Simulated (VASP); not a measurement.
# In: restarted molecular dynamics, 2 variants

In, P6_3/mmc (no. 194), 16 atoms in the cell. PBE, molecular dynamics; PAW potentials In (PBE set).

| Restart from | Temperature at the end (K) | The same without a restart (K) | Potential energy at the end (eV/atom) | The same without a restart (eV/atom) | Electronic steps in the first step after the restart | Time (s) |
|---|---|---|---|---|---|---|
| CONTCAR with velocities, WAVECAR read | 781.0 | 781.0 | -2.46908 | -2.46908 | 4 | 245 |
| CONTCAR with velocities, no WAVECAR | 781.0 | 781.0 | -2.46908 | -2.46908 | 16 | 259 |

Limits: 240 fs of 16 atoms are too short for converged averages.

## Input of the first row

INCAR.step1:
```
SYSTEM = In
GGA = PE
PREC = Normal
ENCUT = 200
EDIFF = 1E-6
NELMIN = 4
NELM = 60
ALGO = Fast
LREAL = Auto
LASPH = .True.
ISMEAR = -1
SIGMA = 0.05
ISYM = 0
LWAVE = .True.
LCHARG = .False.
IBRION = 0
NSW = 30
POTIM = 4.0
TEBEG = 600
ISIF = 2
RANDOM_SEED = 574781 0 0
MDALGO = 4
NHC_NCHAINS = 3
NHC_PERIOD = 30
KPAR = 2
```

INCAR.step2, as INCAR.step1 but for:
```
- LWAVE = .True.
+ LWAVE = .False.
```

KPOINTS:
```
k-points
0
Monkhorst-Pack
  2 2 1
```

POSCAR.step1:
```
In
1.0
    6.6709695640      0.0000000000      0.0000000000
    0.0000000000      5.7772291104      0.0000000000
    0.0000000000      0.0000000000     11.0182858400
In
16
Direct
    0.2500000000      0.1666666666      0.3750000000
    0.2500000000      0.1666666666      0.8750000000
    0.7500000000      0.1666666666      0.3750000000
    0.7500000000      0.1666666666      0.8750000000
    0.0000000001      0.6666666666      0.3750000000
    0.0000000001      0.6666666666      0.8750000000
    0.5000000000      0.6666666666      0.3750000000
    0.5000000000      0.6666666666      0.8750000000
    0.0000000000      0.3333333334      0.1250000000
    0.0000000000      0.3333333334      0.6250000000
    0.5000000000      0.3333333334      0.1250000000
    0.5000000000      0.3333333334      0.6250000000
    0.2500000000      0.8333333334      0.1250000000
    0.2500000000      0.8333333334      0.6250000000
    0.7500000000      0.8333333334      0.1250000000
    0.7500000000      0.8333333334      0.6250000000
```

Commands (each step's output is kept before the next begins):
```
cat potpaw_PBE.64/In/POTCAR > POTCAR
cp INCAR.step1 INCAR
cp POSCAR.step1 POSCAR
mpirun -np 2 vasp_std > vasp.out
cp CONTCAR POSCAR
cp INCAR.step2 INCAR
mpirun -np 2 vasp_std > vasp.out
```

Changes of the last row against the first:
```
(step 1)
- LWAVE = True
+ LWAVE = False
```

VASP 6.6.1 took 245 s on 2 cores (AMD EPYC 7R13 (Zen 3)), a shared host.
